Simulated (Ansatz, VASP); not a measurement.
**Be: VASP beside Ansatz**

```
Be
1.0
     2.17056    0.00000    0.00000
    -1.08528    1.87976    0.00000
     0.00000    0.00000    3.42866
Be
2
Direct
  0.33333 0.66667 0.25000
  0.66667 0.33333 0.75000
```

Change from the starting cell: strain -0.025 along x and y, -0.025 along z, atoms carried along.

Alike in both runs: task single point; functional LDA; k mesh 30 × 30 × 18; occupations gaussian, width 0.15 eV; no spin polarisation.

|  | VASP | Ansatz |
| --- | --- | --- |
| version | VASP 6.6.1 | Ansatz 0.2.0 |
| potentials or method | VASP PAW LDA potentials, release 64 (Be) | scalar-relativistic, plane waves, PAW |
| plane-wave cutoff (eV) | 520 | 420 |
| valence electrons in the cell | 4 | 4 |

```tsv
	VASP	Ansatz	Ansatz less VASP
gap on the k mesh at the Fermi level (eV)	none	none	-
pressure (GPa)	11.9	11.4	-0.56
largest component of the traceless stress (GPa)	0.33	0.32	0.000
```

A gap of «none» marks a metal or a gap that the smearing closes.
